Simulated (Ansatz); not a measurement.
Runs of Ansatz 0.2.0 on Bi2TeSe2 (Skippenite). The structure is trigonal, space group R-3m (No. 166). Conventional cell: a = 4.183 Å, b = 4.183 Å, c = 29.137 Å, α = 90.00°, β = 90.00°, γ = 120.00°. Bi (site symmetry 3m) is surrounded by 3 Se at 2.93 Å and 3 Te at 3.06 Å. Te (site symmetry -3m) has 6 Bi at 3.06 Å as nearest neighbours. Se (site symmetry 3m) has 3 Bi at 2.93 Å as nearest neighbours. 

```csv
task,level,cell,k mesh,cutoff (eV),smearing,points for each segment of the path,level,run kind,mesh quality,gap on the mesh (eV),pressure (GPa),relaxed volume (Å³/atom),largest force (eV/Å)
band structure,BLYP,as given,7 × 7 × 7,420,fermi-dirac 0.05 eV,14,-,-,not flagged,0.54,(b),-,1.96
relaxation of cell and atoms,LDA,relaxed,7 × 7 × 7,420,fermi-dirac 0.05 eV,-,-,-,not flagged,0.41,0.0,28.86,-
single point,PBE0,as given,4 × 4 × 4,420,fermi-dirac 0.05 eV,-,-,-,coarse,1.44,-,-,(a)
single point,HSE06,as given,6 × 6 × 6,420,fermi-dirac 0.05 eV,-,-,-,not flagged,0.89,-,-,2.08
band structure,r2SCAN,as given,7 × 7 × 7,500,fermi-dirac 0.05 eV,14,-,-,not flagged,0.75,3.8,-,2.04
band structure,PBEsol,as given,8 × 8 × 8,420,fixed,-,pbesol,scf,not flagged,0.43,1.9,-,1.80
relaxation of cell and atoms,PBEsol+D3(BJ),relaxed,7 × 7 × 7,420,fermi-dirac 0.05 eV,-,-,-,not flagged,0.43,0.0,28.24,-
relaxation of cell and atoms,PBEsol+D4,relaxed,7 × 7 × 7,420,fermi-dirac 0.05 eV,-,-,-,not flagged,0.45,0.0,28.79,-
```

Alike in all rows: potentials or basis Ansatz PAW; no spin polarisation.

**Question.** Estimate the missing entries.

**Answer.** (a) 2.16; (b) 8.6.

Caveats: some runs use coarse meshes; spin-orbit coupling is left out, which as a rule narrows the gap of such compounds by several tenths of an eV; the PAW data sets come from PBE, with cores solved anew for the run's functional, which leaves a small shift of forces and pressure; forces of over 1 eV/Å show positions far from the minimum, so gaps and moduli don't describe the material at rest (some runs); odd divisions of the mesh miss points on the zone boundary, where band edges often lie, so the gap on the mesh can be too wide (some runs); the plane-wave basis is chosen anew once the cell has moved, so the energies of steps on either side of that aren't comparable (some runs); the potentials were made for another functional, which shifts forces and pressure (some runs).

A k mesh can miss the band edges, and the runs leave out spin-orbit coupling on Bi, Se, Te.

Not every run made on this cell is shown here.
